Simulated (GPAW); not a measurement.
# InAs (F-43m) in GPAW: convergence with k mesh

Aim: find how far k mesh must go before the results for InAs settle, at RPBE. This setting moves, with any that are tied to it; all else stays.

All numbers are computed with GPAW 26.7.0; they aren't measurements. Logs are shortened: lines on timing, memory, paths and dates and some standing lists are left out, and cuts for length are marked. The log counts tension as positive stress, the text compression.

## Step 1: The structure

It takes space group F-43m (No. 216, cubic). The conventional cell has a = 6.036 Å, b = 6.036 Å, c = 6.036 Å, α = 90.00°, β = 90.00°, γ = 90.00°. In (site symmetry -43m) is surrounded by 4 As at 2.61 Å. As (site symmetry -43m) is surrounded by 4 In at 2.61 Å.

## Step 2: With k mesh 2 × 2 × 2

Contents of run.py:

```python
import json
import numpy as np
import spglib
from ase import Atoms
from ase.constraints import FixSymmetry
from ase.filters import FrechetCellFilter
from ase.io import write
from ase.optimize import BFGS
from ase.stress import full_3x3_to_voigt_6_stress, voigt_6_to_full_3x3_strain, voigt_6_to_full_3x3_stress
from ase.units import GPa
from gpaw import GPAW, PW

atoms = Atoms(['In', 'As'],
              cell=[[0.0, 3.018, 3.018],
                    [3.018, 0.0, 3.018],
                    [3.018, 3.018, 0.0]],
              scaled_positions=[[0.0, 0.0, 0.0],
                                [0.75, 0.75, 0.75]],
              pbc=True)

calc = GPAW(mode=PW(450),
            xc='RPBE',
            kpts={'size': (2, 2, 2), 'gamma': True},
            occupations={'name': 'fermi-dirac', 'width': 0.05},
            nbands=18,
            convergence={'density': 1e-06, 'eigenstates': 1e-09},
            maxiter=150,
            txt='gpaw.txt')
atoms.calc = calc
atoms.set_constraint(FixSymmetry(atoms))
BFGS(FrechetCellFilter(atoms), trajectory='relax.traj', logfile='-').run(fmax=0.005, steps=40)
atoms.set_constraint()
energy = atoms.get_potential_energy()
forces = atoms.get_forces()
stress = atoms.get_stress()
calc.write('gs.gpw')
write('result.traj', atoms)
print('Cell:', atoms.cell.cellpar().round(4))
print(atoms.get_scaled_positions().round(5))

gpts = tuple(int(n) for n in calc.get_number_of_grid_points())
cell = atoms.cell[:].T
dataset = spglib.get_symmetry((atoms.cell[:], atoms.get_scaled_positions(), atoms.numbers), symprec=1e-4)
rotations = [cell @ w @ np.linalg.inv(cell) for w in dataset['rotations']]
strains, clamped, relaxed = [], [], []
for v in [0, 3]:
    for e in (-0.005, 0.005):
        voigt = np.zeros(6)
        voigt[v] = e
        F = voigt_6_to_full_3x3_strain(voigt)
        a = atoms.copy()
        a.set_cell(atoms.cell[:] @ F, scale_atoms=True)
        c = GPAW(mode=PW(450),
                 xc='RPBE',
                 kpts={'size': (2, 2, 2), 'gamma': True},
                 occupations={'name': 'fermi-dirac', 'width': 0.05},
                 nbands=18,
                 convergence={'density': 1e-06, 'eigenstates': 1e-09},
                 maxiter=150,
                 gpts=gpts,
                 txt=f'strain-{v}{e:+.3f}.txt')
        a.calc = c
        s0 = s1 = a.get_stress() - stress
        BFGS(a, logfile=None).run(fmax=0.003, steps=25)
        s1 = a.get_stress() - stress
        print(v, e, 'clamped', (s0 / GPa).round(3), 'relaxed', (s1 / GPa).round(3), flush=True)
        for R in rotations:  # images under the point group
            eps = R @ (F - np.eye(3)) @ R.T
            strains.append(full_3x3_to_voigt_6_stress(eps) * [1, 1, 1, 2, 2, 2])
            for s, rows in ((s0, clamped), (s1, relaxed)):
                rows.append(full_3x3_to_voigt_6_stress(R @ voigt_6_to_full_3x3_stress(s) @ R.T))

C0, C = (np.linalg.lstsq(np.array(strains), np.array(s), rcond=None)[0].T / GPa for s in (clamped, relaxed))
print('Clamped-ion Cij (GPa):')
print(C0.round(1))
print('Relaxed-ion Cij (GPa):')
print(C.round(1))
json.dump({'clamped': C0.tolist(), 'relaxed': C.tolist()}, open('elastic.json', 'w'))
```

Potentials or basis: the program's PAW data sets (release 1.2.1) made for this functional, pw.

Launch:

```
OMP_NUM_THREADS=1 python run.py
```

Run time: 47 s. Hardware: 1 thread of Arm Neoverse V2, shared host; peak memory 0.21 GiB.

Results:

| Quantity | Value |
| --- | --- |
| Free energy | -5.7466 eV |
| Relaxed volume | 34.52 Å³/atom |
| Relaxed cell | a = 4.605 Å, b = 4.605 Å, c = 4.605 Å, α = 60.00°, β = 60.00°, γ = 60.00° |
| Space group after relaxing (to 0.05 Å) | F-43m (No. 216) |
| Pressure after relaxing | 0.0 GPa |
| Band gap on the k mesh | none (metal or under the smearing width) |
| Elastic constants C11, C12, C44 | 32, 33, -57 GPa |
| Voigt bulk modulus | 33 GPa |

## Step 3: With k mesh 3 × 3 × 3

run.py: that of step 2 with these lines changed.

```diff
@@ -22,3 +22,3 @@
             xc='RPBE',
-            kpts={'size': (2, 2, 2), 'gamma': True},
+            kpts={'size': (3, 3, 3), 'gamma': True},
             occupations={'name': 'fermi-dirac', 'width': 0.05},
@@ -54,3 +54,3 @@
                  xc='RPBE',
-                 kpts={'size': (2, 2, 2), 'gamma': True},
+                 kpts={'size': (3, 3, 3), 'gamma': True},
                  occupations={'name': 'fermi-dirac', 'width': 0.05},
```

Potentials or basis: the program's PAW data sets (release 1.2.1) made for this functional, pw.

Launch:

```
OMP_NUM_THREADS=1 python run.py
```

It took 39 s on 1 thread of Arm Neoverse V2, shared host; peak memory 0.2 GiB.

Results:

* Free energy: -6.8603 eV
* Relaxed volume: 30.87 Å³/atom
* Relaxed cell: a = 4.436 Å, b = 4.436 Å, c = 4.436 Å, α = 60.00°, β = 60.00°, γ = 60.00°
* Space group after relaxing (to 0.05 Å): F-43m (No. 216)
* Pressure after relaxing: 0.0 GPa
* Band gap on the k mesh: none (metal or under the smearing width)
* Elastic constants C11, C12, C44: 57, 38, 16 GPa
* Voigt bulk modulus: 44 GPa
* Bulk modulus (Hill): 44 GPa
* Shear modulus (Hill): 13 GPa
* Young's modulus: 36 GPa
* Poisson's ratio (from the elastic constants): 0.36

## Step 4: With k mesh 4 × 4 × 4

run.py: that of step 3 with these lines changed.

```diff
@@ -22,3 +22,3 @@
             xc='RPBE',
-            kpts={'size': (3, 3, 3), 'gamma': True},
+            kpts={'size': (4, 4, 4), 'gamma': True},
             occupations={'name': 'fermi-dirac', 'width': 0.05},
@@ -54,3 +54,3 @@
                  xc='RPBE',
-                 kpts={'size': (3, 3, 3), 'gamma': True},
+                 kpts={'size': (4, 4, 4), 'gamma': True},
                  occupations={'name': 'fermi-dirac', 'width': 0.05},
```

Launch:

```
OMP_NUM_THREADS=1 python run.py
```

Run time: 70 s. Hardware: 1 thread of Arm Neoverse V2, shared host; peak memory 0.24 GiB.

It converged, with:

```
Free energy                                  : -7.1220 eV
Relaxed volume                               : 30.16 Å³/atom
Relaxed cell                                 : a = 4.402 Å, b = 4.402 Å, c = 4.402 Å, α = 60.00°, β = 60.00°, γ = 60.00°
Space group after relaxing (to 0.05 Å)       : F-43m (No. 216)
Pressure after relaxing                      : 0.0 GPa
Band gap on the k mesh                       : none (metal or under the smearing width)
Elastic constants C11, C12, C44              : 66, 38, 26 GPa
Voigt bulk modulus                           : 48 GPa
Bulk modulus (Hill)                          : 48 GPa
Shear modulus (Hill)                         : 20 GPa
Young's modulus                              : 53 GPa
Poisson's ratio (from the elastic constants) : 0.32
```

## Step 5: With k mesh 5 × 5 × 5

run.py: that of step 4 with these lines changed.

```diff
@@ -22,3 +22,3 @@
             xc='RPBE',
-            kpts={'size': (4, 4, 4), 'gamma': True},
+            kpts={'size': (5, 5, 5), 'gamma': True},
             occupations={'name': 'fermi-dirac', 'width': 0.05},
@@ -54,3 +54,3 @@
                  xc='RPBE',
-                 kpts={'size': (4, 4, 4), 'gamma': True},
+                 kpts={'size': (5, 5, 5), 'gamma': True},
                  occupations={'name': 'fermi-dirac', 'width': 0.05},
```

Launch:

```
OMP_NUM_THREADS=1 python run.py
```

It took 95 s on 1 thread of Arm Neoverse V2, shared host; peak memory 0.25 GiB.

The run converged. Its results:

```
Free energy                                  : -7.1942 eV
Relaxed volume                               : 29.95 Å³/atom
Relaxed cell                                 : a = 4.392 Å, b = 4.392 Å, c = 4.392 Å, α = 60.00°, β = 60.00°, γ = 60.00°
Space group after relaxing (to 0.05 Å)       : F-43m (No. 216)
Pressure after relaxing                      : 0.0 GPa
Band gap on the k mesh                       : none (metal or under the smearing width)
Elastic constants C11, C12, C44              : 69, 38, 30 GPa
Voigt bulk modulus                           : 48 GPa
Bulk modulus (Hill)                          : 48 GPa
Shear modulus (Hill)                         : 23 GPa
Young's modulus                              : 60 GPa
Poisson's ratio (from the elastic constants) : 0.29
```

## Step 6: With k mesh 6 × 6 × 6

run.py: that of step 5 with these lines changed.

```diff
@@ -22,3 +22,3 @@
             xc='RPBE',
-            kpts={'size': (5, 5, 5), 'gamma': True},
+            kpts={'size': (6, 6, 6), 'gamma': True},
             occupations={'name': 'fermi-dirac', 'width': 0.05},
@@ -54,3 +54,3 @@
                  xc='RPBE',
-                 kpts={'size': (5, 5, 5), 'gamma': True},
+                 kpts={'size': (6, 6, 6), 'gamma': True},
                  occupations={'name': 'fermi-dirac', 'width': 0.05},
```

Potentials or basis: the program's PAW data sets (release 1.2.1) made for this functional, pw.

Launch:

```
OMP_NUM_THREADS=1 python run.py
```

Run time: 2.6 min. Hardware: 1 thread of Arm Neoverse V2, shared host; peak memory 0.28 GiB.

The run converged. Its results:

| Item | Value |
| --- | --- |
| Free energy | -7.2187 eV |
| Relaxed volume | 29.91 Å³/atom |
| Relaxed cell | a = 4.390 Å, b = 4.390 Å, c = 4.390 Å, α = 60.00°, β = 60.00°, γ = 60.00° |
| Space group after relaxing (to 0.05 Å) | F-43m (No. 216) |
| Pressure after relaxing | 0.0 GPa |
| Band gap on the k mesh | none (metal or under the smearing width) |
| Elastic constants C11, C12, C44 | 69, 37, 32 GPa |
| Voigt bulk modulus | 48 GPa |
| Bulk modulus (Hill) | 48 GPa |
| Shear modulus (Hill) | 24 GPa |
| Young's modulus | 61 GPa |
| Poisson's ratio (from the elastic constants) | 0.29 |

## Step 7: With k mesh 7 × 7 × 7

run.py: that of step 6 with these lines changed.

```diff
@@ -22,3 +22,3 @@
             xc='RPBE',
-            kpts={'size': (6, 6, 6), 'gamma': True},
+            kpts={'size': (7, 7, 7), 'gamma': True},
             occupations={'name': 'fermi-dirac', 'width': 0.05},
@@ -54,3 +54,3 @@
                  xc='RPBE',
-                 kpts={'size': (6, 6, 6), 'gamma': True},
+                 kpts={'size': (7, 7, 7), 'gamma': True},
                  occupations={'name': 'fermi-dirac', 'width': 0.05},
```

Launch:

```
OMP_NUM_THREADS=1 python run.py
```

It took 3.5 min on 1 thread of Arm Neoverse V2, shared host; peak memory 0.29 GiB.

It converged, with:

- Free energy: -7.2269 eV
- Relaxed volume: 29.88 Å³/atom
- Relaxed cell: a = 4.389 Å, b = 4.389 Å, c = 4.389 Å, α = 60.00°, β = 60.00°, γ = 60.00°
- Space group after relaxing (to 0.05 Å): F-43m (No. 216)
- Pressure after relaxing: 0.0 GPa
- Band gap on the k mesh: none (metal or under the smearing width)
- Elastic constants C11, C12, C44: 69, 37, 32 GPa
- Voigt bulk modulus: 48 GPa
- Bulk modulus (Hill): 48 GPa
- Shear modulus (Hill): 24 GPa
- Young's modulus: 62 GPa
- Poisson's ratio (from the elastic constants): 0.28

## Step 8: With k mesh 8 × 8 × 8

run.py: that of step 7 with these lines changed.

```diff
@@ -22,3 +22,3 @@
             xc='RPBE',
-            kpts={'size': (7, 7, 7), 'gamma': True},
+            kpts={'size': (8, 8, 8), 'gamma': True},
             occupations={'name': 'fermi-dirac', 'width': 0.05},
@@ -54,3 +54,3 @@
                  xc='RPBE',
-                 kpts={'size': (7, 7, 7), 'gamma': True},
+                 kpts={'size': (8, 8, 8), 'gamma': True},
                  occupations={'name': 'fermi-dirac', 'width': 0.05},
```

Potentials or basis: the program's PAW data sets (release 1.2.1) made for this functional, pw.

Launch:

```
OMP_NUM_THREADS=1 python run.py
```

gpaw.txt:

```text
__  _  _
 | _ |_)|_||  |
 |__||  | ||/\| - 26.7.0

Input parameters:
  mode=PW(ecut=450.00000000000006),
  convergence={'density': 1e-06, 'eigenstates': 1e-09},
  kpts=MonkhorstPack(size=(8, 8, 8), gamma=True),
  maxiter=150,
  nbands=18,
  occupations=Occupations(name='fermi-dirac', width=0.05),
  xc=XC(name='RPBE')

Diagonalizing LCAO Hamiltonian
Converting LCAO to pw mode

                     As

       In

Atoms  # Å, Bohr magnetons
|   | symbol |        x |        y |        z |    initial magnetic moments |
|---|--------|----------|----------|----------|-----------------------------|
| 0 |     In | 0.000000 | 0.000000 | 0.000000 | ( 0.0000,  0.0000,  0.0000) |
| 1 |     As | 4.527000 | 4.527000 | 4.527000 | ( 0.0000,  0.0000,  0.0000) |

Unit cell  # Å
| periodic |        x |        y |        z |  lengths |    angles |
|----------|----------|----------|----------|----------|-----------|
|      yes | 0.000000 | 3.018000 | 3.018000 | 4.268097 | 60.000000 |
|      yes | 3.018000 | 0.000000 | 3.018000 | 4.268097 | 60.000000 |
|      yes | 3.018000 | 3.018000 | 0.000000 | 4.268097 | 60.000000 |

Number of symmetries: 24
Symmetry operations  # r_c * U_cc + t_c -> r_c
|    | kind |            matrix            |
|----|------|------------------------------|
|  0 |  E   |  1, 0, 0,  0, 1, 0,  0, 0, 1 |
|  1 |  σ   |  1, 0, 0,  0, 0, 1,  0, 1, 0 |
|  2 |  σ   |  1, 0,-1,  0, 1,-1,  0, 0,-1 |
|  3 |  C3  |  1, 0,-1,  0, 0,-1,  0, 1,-1 |
|  4 |  C3  |  1,-1, 0,  0,-1, 1,  0,-1, 0 |
|  5 |  σ   |  1,-1, 0,  0,-1, 0,  0,-1, 1 |
|  6 |  σ   |  0, 1, 0,  1, 0, 0,  0, 0, 1 |
|  7 |  C3  |  0, 1, 0,  0, 0, 1,  1, 0, 0 |
|  8 |  C2  |  0, 1,-1,  1, 0,-1,  0, 0,-1 |
[... 147 lines left out ...]
SCF iterations
|iter     | |      energy | eigst |  dens |
[... 525 lines left out ...]
  Extrapolated:     -7.227907
[... 29 lines left out ...]
Stress tensor  # eV/Ang^3
|         x |         y |         z |
|-----------|-----------|-----------|
| -0.001997 | -0.000000 |  0.000000 |
| -0.000000 | -0.001997 |  0.000000 |
|  0.000000 |  0.000000 | -0.001997 |

Forces  # eV/Ang
|        x |       y |        z |
|----------|---------|----------|
| -0.00000 | 0.00000 | -0.00000 |  # In   0
| -0.00000 | 0.00000 |  0.00000 |  # As   1

Interpolating wave functions to new cell

                     As

       In

Atoms  # Å, Bohr magnetons
|   | symbol |        x |        y |        z |    initial magnetic moments |
|---|--------|----------|----------|----------|-----------------------------|
| 0 |     In | 0.000000 | 0.000000 | 0.000000 | ( 0.0000,  0.0000,  0.0000) |
| 1 |     As | 4.653580 | 4.653580 | 4.653580 | ( 0.0000,  0.0000,  0.0000) |

Unit cell  # Å
| periodic |        x |         y |         z |  lengths |    angles |
|----------|----------|-----------|-----------|----------|-----------|
|      yes | 0.000000 |  3.102387 |  3.102387 | 4.387438 | 60.000000 |
|      yes | 3.102387 | -0.000000 |  3.102387 | 4.387438 | 60.000000 |
|      yes | 3.102387 |  3.102387 | -0.000000 | 4.387438 | 60.000000 |

Number of symmetries: 24
Symmetry operations  # r_c * U_cc + t_c -> r_c
|    | kind |            matrix            |
|----|------|------------------------------|
|  0 |  E   |  1, 0, 0,  0, 1, 0,  0, 0, 1 |
|  1 |  σ   |  1, 0, 0,  0, 0, 1,  0, 1, 0 |
|  2 |  σ   |  1, 0,-1,  0, 1,-1,  0, 0,-1 |
|  3 |  C3  |  1, 0,-1,  0, 0,-1,  0, 1,-1 |
|  4 |  C3  |  1,-1, 0,  0,-1, 1,  0,-1, 0 |
|  5 |  σ   |  1,-1, 0,  0,-1, 0,  0,-1, 1 |
|  6 |  σ   |  0, 1, 0,  1, 0, 0,  0, 0, 1 |
|  7 |  C3  |  0, 1, 0,  0, 0, 1,  1, 0, 0 |
|  8 |  C2  |  0, 1,-1,  1, 0,-1,  0, 0,-1 |
[... 147 lines left out ...]
SCF iterations
|iter     | |      energy | eigst |  dens |
|---------|-|-------------|-------|-------|
|iter:   1| |   -7.231890 | -1.83 |       |
|iter:   2| |   -7.231639 | -4.67 | -2.42 |
|iter:   3| |   -7.230313c| -4.49 | -2.46 |
|iter:   4| |   -7.230305c| -5.41 | -3.16 |
|iter:   5| |   -7.230313c| -5.88 | -3.53 |
|iter:   6| |   -7.230313c| -7.98 | -4.60 |
|iter:   7| |   -7.230313c| -9.12c| -5.01 |
|iter:   8| |   -7.230313c| -9.06c| -5.52 |
|iter:   9| |   -7.230313c| -9.91c| -6.21c|

Converged in 9 steps
Energy contributions relative to reference atoms: (reference = -221493.392691)

Energy contributions:
  Kinetic:          22.153348
  Coulomb:         -20.926682
  Zero:              0.218612
  External:          0.000000
  Xc:               -8.675293
  Entropy:          -0.000596
  Spinorbit:         0.000000
  ----------------------------
  Free energy:      -7.230611
  Extrapolated:     -7.230313
[... 36 lines left out ...]
Forces  # eV/Ang
|       x |        y |        z |
|---------|----------|----------|
| 0.00000 | -0.00000 |  0.00000 |  # In   0
| 0.00000 |  0.00000 | -0.00000 |  # As   1

# Writing to gs.gpw (mode='')
```

stdout:

```text
Step          Energy          fmax
BFGS:    0       -7.134993        0.831584
BFGS:    1       -7.167429        0.638400
BFGS:    2       -7.228203        0.059258
BFGS:    3       -7.230611        0.004906
Cell: [ 4.3874  4.3874  4.3874 60.     60.     60.    ]
[[0.   0.   0.  ]
 [0.75 0.75 0.75]]
0 -0.005 clamped [-0.35  -0.186 -0.186  0.     0.    -0.   ] relaxed [-0.35  -0.186 -0.186  0.     0.    -0.   ]
0 0.005 clamped [ 0.349  0.182  0.182  0.     0.    -0.   ] relaxed [ 0.349  0.182  0.182  0.     0.    -0.   ]
3 -0.005 clamped [-0.    -0.001 -0.001 -0.25  -0.    -0.   ] relaxed [ 0.001  0.001  0.001 -0.164 -0.    -0.   ]
3 0.005 clamped [-0.    -0.001 -0.001  0.25   0.    -0.   ] relaxed [ 0.001  0.001  0.001  0.164  0.    -0.   ]
Clamped-ion Cij (GPa):
[[69.9 36.8 36.8  0.   0.  -0. ]
 [36.8 69.9 36.8  0.   0.   0. ]
 [36.8 36.8 69.9  0.   0.   0. ]
 [-0.   0.  -0.  49.9 -0.   0. ]
 [-0.  -0.  -0.  -0.  49.9  0. ]
 [-0.  -0.   0.  -0.  -0.  49.9]]
Relaxed-ion Cij (GPa):
[[69.9 36.8 36.8  0.   0.  -0. ]
 [36.8 69.9 36.8  0.   0.   0. ]
 [36.8 36.8 69.9  0.   0.   0. ]
 [-0.   0.   0.  32.9  0.  -0. ]
 [-0.  -0.  -0.   0.  32.9  0. ]
 [-0.  -0.   0.  -0.  -0.  32.9]]
```

strain-0-0.005.txt:

```text
SCF iterations
|iter     | |      energy | eigst |  dens |
|---------|-|-------------|-------|-------|
|iter:   1| |   -7.413120 | -0.58 |       |
|iter:   2| |   -7.370111 | -2.51 | -1.17 |
|iter:   3| |   -7.223268 | -1.98 | -1.21 |
|iter:   4| |   -7.227392 | -3.38 | -1.80 |
|iter:   5| |   -7.228006c| -4.09 | -2.30 |
|iter:   6| |   -7.228069c| -5.42 | -3.09 |
[... 48 lines left out ...]

Stress tensor  # eV/Ang^3
|         x |         y |         z |
|-----------|-----------|-----------|
| -0.002352 |  0.000000 |  0.000000 |
|  0.000000 | -0.001326 |  0.000000 |
|  0.000000 |  0.000000 | -0.001326 |

Forces  # eV/Ang
|       x |       y |        z |
|---------|---------|----------|
| 0.00000 | 0.00000 |  0.00000 |  # In   0
| 0.00000 | 0.00000 | -0.00000 |  # As   1
```

It took 4.9 min on 1 thread of Arm Neoverse V2, shared host; peak memory 0.33 GiB.

Results:

* Free energy: -7.2306 eV
* Relaxed volume: 29.86 Å³/atom
* Relaxed cell: a = 4.387 Å, b = 4.387 Å, c = 4.387 Å, α = 60.00°, β = 60.00°, γ = 60.00°
* Space group after relaxing (to 0.05 Å): F-43m (No. 216)
* Pressure after relaxing: 0.0 GPa
* Band gap on the k mesh: none (metal or under the smearing width)
* Elastic constants C11, C12, C44: 70, 37, 33 GPa
* Voigt bulk modulus: 48 GPa
* Bulk modulus (Hill): 48 GPa
* Shear modulus (Hill): 25 GPa
* Young's modulus: 64 GPa
* Poisson's ratio (from the elastic constants): 0.28

## Step 9: The series at a glance

```tsv
k mesh	energy less the tightest run, at zero smearing (meV/atom)	SCF cycles	CPU time (s)	peak memory (GiB)
2 × 2 × 2	747.84	12	47	0.21
3 × 3 × 3	186.77	11	39	0.2
4 × 4 × 4	54.91	11	70	0.24
5 × 5 × 5	18.44	11	95	0.25
6 × 6 × 6	6.06	11	160	0.28
7 × 7 × 7	1.89	11	210	0.29
8 × 8 × 8	0.00	11	290	0.33
```

Not settled before the last step: the energy (to 1 meV/atom). Meshes of other sizes hit other points, so gaps and Fermi surfaces needn't settle smoothly. The tightest run that finished is the yardstick and may itself not be fully converged.

Caveats: the cutoff is short for stress and forces, so pressures can be off by a GPa or more; the density grid can change from cell to cell, which puts small steps into energies and stress; elastic constants of metals need much finer meshes, so these are rough; this crystal is a semiconductor, whose small gap the functional closes, so the metal is an error of the method.
